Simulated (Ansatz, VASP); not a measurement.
## One calculation of Co, two programs

INCAR

```
  PREC = Accurate
  ENCUT = 520
  EDIFF = 1E-8
  ISMEAR = -1
  SIGMA = 0.05
  LREAL = F
  LASPH = T
  NELM = 150
  ALGO = Normal
  ISIF = 2
  LWAVE = F
  LCHARG = F
  ISPIN = 2
  MAGMOM = 2 2
  LORBIT = 11
  LMAXMIX = 4
  GGA = PE
  LEFG = T
  NBANDS = 20
```

The input KPOINTS:

```
regular mesh
0
Gamma
  12 12 12
```

The input POSCAR:

```
Co
1.0
    0.0000000000      2.5392919984      2.5392919984
    2.5392919984      0.0000000000      2.5392919984
    2.5392919984      2.5392919984      0.0000000000
Co
2
Direct
    0.0000000000      0.0000000000      0.0000000000
    0.2500000000      0.2500000000      0.2500000000
```

Input for Ansatz:

```yaml
crystal:
  lattice:
    - [0.0, 2.5392919984, 2.5392919984]
    - [2.5392919984, 0.0, 2.5392919984]
    - [2.5392919984, 2.5392919984, 0.0]
  atoms:
    - { symbol: Co, position: [0.0, 0.0, 0.0], spin: 2.0 }
    - { symbol: Co, position: [0.25, 0.25, 0.25], spin: 2.0 }
magnetization:
  spin_polarized: true
kpoints:
  mp_grid: { grid: [12, 12, 12] }
  band_path:
    path:
      - [0.0, 0.0, 0.0]
      - [0.5, 0.0, 0.5]
      - [0.625, 0.25, 0.625]
      - [0.375, 0.375, 0.75]
      - [0.0, 0.0, 0.0]
      - [0.5, 0.5, 0.5]
      - [0.5, 0.25, 0.75]
      - [0.5, 0.0, 0.5]
    npoints: 14
scf:
  occupations: { method: fermi_dirac, width: 0.05 }
hamiltonian:
  xc: pbe
  pseudopotentials: { kind: paw }
output:
  forces: true
  stress: true
  eigenvalues: true
  efg: { contact_densities: true }
  populations: true
  bader: true
  dos: { projected: true, de: 0.2, e_range: [-14, 8] }
  write_density: true
  write_potential: true
  elf: true
  volumetric_format: npy
```

Alike in both runs: task electric field gradients; functional PBE; k mesh 12 × 12 × 12; occupations fermi-dirac, width 0.05 eV; collinear spin.

|  | VASP | Ansatz |
| --- | --- | --- |
| version | VASP 6.6.1 | Ansatz 0.2.0 |
| potentials or method | VASP PAW PBE potentials, release 64 (Co) | PAW with Ansatz's default frozen-core files, scalar-relativistic |
| plane-wave cutoff (eV) | 520 | 420 |
| valence electrons in the cell | 18 | 34 |

|  | VASP | Ansatz | Ansatz less VASP |
| --- | --- | --- | --- |
| pressure (GPa) | -0.6 | 0.0 | +0.59 |
| net moment per atom (μB) | 1.72 | 1.73 | +0.004 |
| size of the moment on the site where the two differ most (μB) | 1.72 | 1.74 | +0.027 |
| Vzz of the field gradient on the site that differs most (V/Å²) | 0.0 | 0.0 | 0.00 |

Site moments also hang on the region over which each program counts them. The two sets of potentials don't hold the same shells in valence.
